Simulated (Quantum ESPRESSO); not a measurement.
**BaS under changes of volume**

One of the cells (32.576 Å³/atom); the others are scaled copies at fixed shape and fractional positions:

```
Ba S
1.0
     0.00000    3.19375    3.19375
     3.19375    0.00000    3.19375
     3.19375    3.19375    0.00000
Ba S
1 1
Direct
  0.00000 0.00000 0.00000
  0.50000 0.50000 0.50000
```

```yaml
Program: Quantum ESPRESSO 7.5
Functional: r2SCAN
Potentials_or_basis: SG15 PBE 1.2
Cutoff: 707 eV
Density_cutoff: 2830 eV
k_mesh: 5 × 5 × 5
Occupations: fermi-dirac, width 0.05 eV
Spin: no spin polarisation
```

| volume (Å³/atom) | energy over the lowest point (meV/atom) | pressure (GPa) | gap on the mesh (eV) |
| --- | --- | --- | --- |
| 30.622 | 29.29 | 4.0 | 2.58 |
| 31.273 | ? | ? | ? |
| 31.925 | 5.98 | 1.7 | 2.65 |
| 32.576 | 1.06 | 0.7 | 2.68 |
| 33.228 | 0.00 | -0.2 | 2.70 |
| 33.879 | 2.45 | -1.0 | 2.73 |
| 34.531 | 8.03 | -1.8 | 2.75 |

What does the run at 31.273 Å³/atom give?

Energy over the lowest point 15.22 meV/atom; pressure 2.8 GPa; gap on the mesh 2.62 eV.

Worked out: A Birch-Murnaghan fit of order 3 (a polynomial in V^(-2/3)) to the other rows has its minimum at 33.09 Å³/atom with B0 = V·E''(V) = 45 GPa and B' = 4.4. It gives 15.24 meV/atom at 31.273 Å³/atom, against the run's 15.22, and -dE/dV = 2.8 GPa, against 2.8. A straight line through the other rows of the gap, of slope 1.41 eV per unit of ln V, gives 2.62 eV, against the run's 2.62.

Energies are extrapolated to zero smearing.

Caveats: the potentials were made for another functional, which shifts forces and pressure; spin-orbit coupling is left out, which moves the levels of the heavy elements; an odd mesh through Γ misses points on the zone boundary, where band edges often lie.
